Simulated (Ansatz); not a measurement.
A calculation with Ansatz 0.2.0 of Cu (native input, structure typed inline):

input.yaml

```yaml
crystal:
  lattice:
    - [3.615, 0.0, 0.0]
    - [0.0, 3.615, 0.0]
    - [0.0, 0.0, 3.615]
  atoms:
    - { symbol: Cu, position: [0.0, 0.0, 0.0] }
    - { symbol: Cu, position: [0.0, 0.5, 0.5] }
    - { symbol: Cu, position: [0.5, 0.0, 0.5] }
    - { symbol: Cu, position: [0.5, 0.5, 0.0] }
hamiltonian:
  xc: r2scan
  pseudopotentials: { kind: paw, accuracy: standard }
kpoints:
  mp_grid: { grid: [7, 7, 7] }
scf:
  occupations: { method: tetrahedron }
  n_extra_bands: 10
output:
  forces: true
  stress: true
  dos: { projected: false, de: 0.05, nscf_kmesh: { grid: [11, 11, 11] } }
```

Potentials or basis: SSSP efficiency PAW.

Launch:

```console
$ ansatz run input.yaml --threads 2 --pin off --max-ram 5120MiB --backend cpu --events-out ev --progress --plain --runs-dir out
```

Write the same calculation in another form: ASE script, structure from a CIF.

As run:

The input run.py:

```python
import json

import ase.io
import numpy as np

import ansatz as az

atoms = ase.io.read("Cu.cif")
atoms.info.pop("occupancy", None)

calculation = (
    az.Crystal.from_ase(atoms)
    .calculation()
    .kpoints(7, 7, 7)
    .functional("r2scan")
    .pseudopotentials(kind="paw", accuracy="standard")
    .scf(extra_bands=10)
    .occupations(method="tetrahedron")
    .density()
    .potential()
    .output_files(volumetric_format="npy")
    .electron_localization_function()
    .density_of_states(energy_step=0.05, projected=False, nscf_kmesh=(11, 11, 11))
    .forces()
    .stress()
)
outcome = calculation.run(threads=2, events_out="events.jsonl")

report = outcome.report
for line in open("events.jsonl"):
    event = json.loads(line)
    if event["event"] == "scf_iter":
        d = event["data"]
        print(f"SCF {d['iter']:3d}  HF = {d['harris_foulkes_ev']:.6f} eV  dr2 = {d['dr2_ev']:.2e} eV")
    elif event["event"] in ("relax_step", "md_step"):
        d = event["data"]
        print(f"{event['event']} {d['step']:3d}  E = {d['lagrangian_ev']:.6f} eV")
np.set_printoptions(precision=5, suppress=True, linewidth=110)
print("converged:", report["converged"], "after", report["n_iterations"], "iterations")
print(f"free energy {report['free_energy_ev']:.6f} eV, Fermi level {report['fermi_energy_ev']:.4f} eV")
for key in ("band_edges_ev", "magnetization_mub", "site_moments_mub", "site_moments_nc_mub", "forces_ev_ang",
                "stress_gpa", "kpoints_frac", "eigenvalues_ev"):
    if report.get(key) is not None:
        print(key, np.array(report[key]), sep="\n")
```

Cu.cif

```cif
data_Cu
_cell_length_a 3.61500000
_cell_length_b 3.61500000
_cell_length_c 3.61500000
_cell_angle_alpha 90.00000000
_cell_angle_beta 90.00000000
_cell_angle_gamma 90.00000000
_space_group_name_H-M_alt 'Fm-3m'
_space_group_name_Hall '-F 4 2 3'
_space_group_IT_number 225
loop_
_space_group_symop_operation_xyz
'x,y,z'
'-x,-y,-z'
'-y,x,z'
'y,-x,-z'
'-x,-y,z'
'x,y,-z'
'y,-x,z'
'-y,x,-z'
'x,-y,-z'
'-x,y,z'
'-y,-x,-z'
'y,x,z'
'-x,y,-z'
'x,-y,z'
'y,x,-z'
'-y,-x,z'
'z,x,y'
'-z,-x,-y'
'z,-y,x'
'-z,y,-x'
'z,-x,-y'
'-z,x,y'
'z,y,-x'
'-z,-y,x'
'-z,x,-y'
'z,-x,y'
'-z,-y,-x'
'z,y,x'
'-z,-x,y'
'z,x,-y'
'-z,y,x'
'z,-y,-x'
'y,z,x'
'-y,-z,-x'
'x,z,-y'
'-x,-z,y'
'-y,z,-x'
'y,-z,x'
'-x,z,y'
'x,-z,-y'
'-y,-z,x'
'y,z,-x'
'-x,-z,-y'
'x,z,y'
'y,-z,-x'
'-y,z,x'
'x,-z,y'
'-x,z,-y'
'x,y+1/2,z+1/2'
'-x,-y+1/2,-z+1/2'
'-y,x+1/2,z+1/2'
'y,-x+1/2,-z+1/2'
'-x,-y+1/2,z+1/2'
'x,y+1/2,-z+1/2'
'y,-x+1/2,z+1/2'
'-y,x+1/2,-z+1/2'
'x,-y+1/2,-z+1/2'
'-x,y+1/2,z+1/2'
'-y,-x+1/2,-z+1/2'
'y,x+1/2,z+1/2'
[... 40 lines left out ...]
'-x+1/2,-y,z+1/2'
'x+1/2,y,-z+1/2'
'y+1/2,-x,z+1/2'
'-y+1/2,x,-z+1/2'
'x+1/2,-y,-z+1/2'
'-x+1/2,y,z+1/2'
'-y+1/2,-x,-z+1/2'
'y+1/2,x,z+1/2'
'-x+1/2,y,-z+1/2'
'x+1/2,-y,z+1/2'
'y+1/2,x,-z+1/2'
'-y+1/2,-x,z+1/2'
'z+1/2,x,y+1/2'
'-z+1/2,-x,-y+1/2'
'z+1/2,-y,x+1/2'
'-z+1/2,y,-x+1/2'
'z+1/2,-x,-y+1/2'
'-z+1/2,x,y+1/2'
'z+1/2,y,-x+1/2'
'-z+1/2,-y,x+1/2'
'-z+1/2,x,-y+1/2'
'z+1/2,-x,y+1/2'
'-z+1/2,-y,-x+1/2'
'z+1/2,y,x+1/2'
'-z+1/2,-x,y+1/2'
'z+1/2,x,-y+1/2'
'-z+1/2,y,x+1/2'
'z+1/2,-y,-x+1/2'
'y+1/2,z,x+1/2'
'-y+1/2,-z,-x+1/2'
'x+1/2,z,-y+1/2'
'-x+1/2,-z,y+1/2'
'-y+1/2,z,-x+1/2'
'y+1/2,-z,x+1/2'
'-x+1/2,z,y+1/2'
'x+1/2,-z,-y+1/2'
'-y+1/2,-z,x+1/2'
'y+1/2,z,-x+1/2'
'-x+1/2,-z,-y+1/2'
'x+1/2,z,y+1/2'
'y+1/2,-z,-x+1/2'
'-y+1/2,z,x+1/2'
'x+1/2,-z,y+1/2'
'-x+1/2,z,-y+1/2'
'x+1/2,y+1/2,z'
'-x+1/2,-y+1/2,-z'
'-y+1/2,x+1/2,z'
'y+1/2,-x+1/2,-z'
'-x+1/2,-y+1/2,z'
'x+1/2,y+1/2,-z'
'y+1/2,-x+1/2,z'
'-y+1/2,x+1/2,-z'
'x+1/2,-y+1/2,-z'
'-x+1/2,y+1/2,z'
'-y+1/2,-x+1/2,-z'
'y+1/2,x+1/2,z'
'-x+1/2,y+1/2,-z'
'x+1/2,-y+1/2,z'
'y+1/2,x+1/2,-z'
'-y+1/2,-x+1/2,z'
'z+1/2,x+1/2,y'
'-z+1/2,-x+1/2,-y'
'z+1/2,-y+1/2,x'
'-z+1/2,y+1/2,-x'
'z+1/2,-x+1/2,-y'
'-z+1/2,x+1/2,y'
'z+1/2,y+1/2,-x'
'-z+1/2,-y+1/2,x'
'-z+1/2,x+1/2,-y'
'z+1/2,-x+1/2,y'
'-z+1/2,-y+1/2,-x'
'z+1/2,y+1/2,x'
'-z+1/2,-x+1/2,y'
'z+1/2,x+1/2,-y'
'-z+1/2,y+1/2,x'
'z+1/2,-y+1/2,-x'
'y+1/2,z+1/2,x'
'-y+1/2,-z+1/2,-x'
'x+1/2,z+1/2,-y'
'-x+1/2,-z+1/2,y'
'-y+1/2,z+1/2,-x'
'y+1/2,-z+1/2,x'
'-x+1/2,z+1/2,y'
'x+1/2,-z+1/2,-y'
'-y+1/2,-z+1/2,x'
'y+1/2,z+1/2,-x'
'-x+1/2,-z+1/2,-y'
'x+1/2,z+1/2,y'
'y+1/2,-z+1/2,-x'
'-y+1/2,z+1/2,x'
'x+1/2,-z+1/2,y'
'-x+1/2,z+1/2,-y'
loop_
_atom_site_label
_atom_site_type_symbol
_atom_site_symmetry_multiplicity
_atom_site_Wyckoff_symbol
_atom_site_fract_x
_atom_site_fract_y
_atom_site_fract_z
_atom_site_occupancy
Cu1 Cu 4 a 0.0000000000 0.0000000000 0.0000000000 1
```

Potentials or basis: SSSP efficiency PAW.

Command:

```console
$ python run.py
```

Both were run:

|  | native input, structure typed inline | ASE script, structure from a CIF |
| --- | --- | --- |
| Pressure | -4.8 GPa | -4.8 GPa |
| Band gap on the k mesh | none (metal or under the smearing width) | none (metal or under the smearing width) |
| Density of states at the Fermi level | 0.99 states/eV per cell | 0.99 states/eV per cell |

Keys that steer only the numerical path or the files written may differ.

Caveat: the PAW data sets were made with another functional, which shifts forces and pressure a little; with tetrahedron occupations forces and stress needn't match the slope of the energy.
